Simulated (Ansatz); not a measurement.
Here is an Ansatz 0.2.0 calculation.

The input input.yaml:

```yaml
crystal:
  lattice:
    - [3.784322, 0.0, 0.0]
    - [0.0, 3.784322, 0.0]
    - [0.0, 0.0, 3.784322]
  atoms:
    - { symbol: Pb, position: [0.0, 0.0, 0.0] }
    - { symbol: Se, position: [0.5, 0.5, 0.5] }
hamiltonian:
  xc: pbe
  pseudopotentials: { kind: paw }
  dispersion: d4
kpoints:
  mp_grid: { grid: [7, 7, 7] }
scf:
  occupations: { method: fermi_dirac, width: 0.05 }
output:
  forces: true
  stress: true
  eigenvalues: true
  write_density: true
  write_potential: true
  elf: true
  volumetric_format: npy
relax:
  f_tol: 0.01
  max_steps: 40
  cell: { stress_tol: 0.05 }
```

Potentials or basis: Ansatz PAW.

The run is started by

```sh
$ ansatz run input.yaml --threads 2 --pin off --max-ram 5632MiB --backend cpu --events-out ev --progress --plain --runs-dir out
```

Task: What does it give for the relaxed cell?

Result: a = 3.725 Å, b = 3.725 Å, c = 3.725 Å, α = 90.00°, β = 90.00°, γ = 90.00°.

Task: Estimate the relaxed volume.

Result: 25.84 Å³/atom.

Final structure:
```xyz
2
Lattice="3.7247 0.0000 0.0000 0.0000 3.7247 0.0000 0.0000 0.0000 3.7247" Properties=species:S:1:pos:R:3 pbc="T T T"
Pb    0.0000    0.0000    0.0000
Se    1.8623    1.8623    1.8623
```

Caveat: pairwise dispersion overbinds metals, which lowers pressure and volume. The run has no spin-orbit coupling, so splittings on Pb are missing.
